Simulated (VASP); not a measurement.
A run of VASP 6.6.1:

The input POSCAR:

```
SrO
1.0
    0.0000000000      2.5801476905      2.5801476905
    2.5801476905      0.0000000000      2.5801476905
    2.5801476905      2.5801476905      0.0000000000
Sr O
1 1
Direct
    0.0489488923      0.0489488923      0.0489488923
    0.5000000000      0.5000000000      0.5000000000
```

File INCAR.step1:

```
ALGO = Normal ; EDIFF = 1E-4
ENCUT = 520 ; GGA = PE
ISMEAR = 0 ; LASPH = True
LCHARG = False ; LREAL = False
LWAVE = True ; NBANDS = 15
NELM = 100 ; PREC = Accurate
SIGMA = 0.05
```

The input INCAR.step2:

```
ALGO = Normal ; EDIFF = 1E-7
ENCUT = 520 ; ISIF = 2
ISMEAR = 0 ; ISTART = 1
LASPH = True ; LCHARG = True
LELF = True ; LMIXTAU = True
LREAL = False ; LVHAR = True
LWAVE = False ; METAGGA = R2SCAN
NBANDS = 15 ; NELM = 100
PREC = Accurate ; SIGMA = 0.05
```

Contents of KPOINTS:

```
k-points
0
Gamma
  8 8 8
```

Potentials or basis: VASP PAW PBE potentials, release 64 (Sr_sv, O).

The run is started by

```bash
$ cat potpaw_PBE.64/Sr_sv/POTCAR potpaw_PBE.64/O/POTCAR > POTCAR
$ cp INCAR.step1 INCAR
$ mpirun -np 1 vasp_std > vasp.out
$ cp INCAR.step2 INCAR
$ mpirun -np 1 vasp_std > vasp.out
```

Hardware: 1 thread of Intel(R) Xeon(R) 6975P-C (Granite Rapids), on a shared host.

Task: Estimate the wall time of this run.

Result: It took 63 s on 1 thread of Intel(R) Xeon(R) 6975P-C (Granite Rapids), with other jobs on the host, peak memory 0.18 GiB. Counts: scf iterations 12, k points 65.
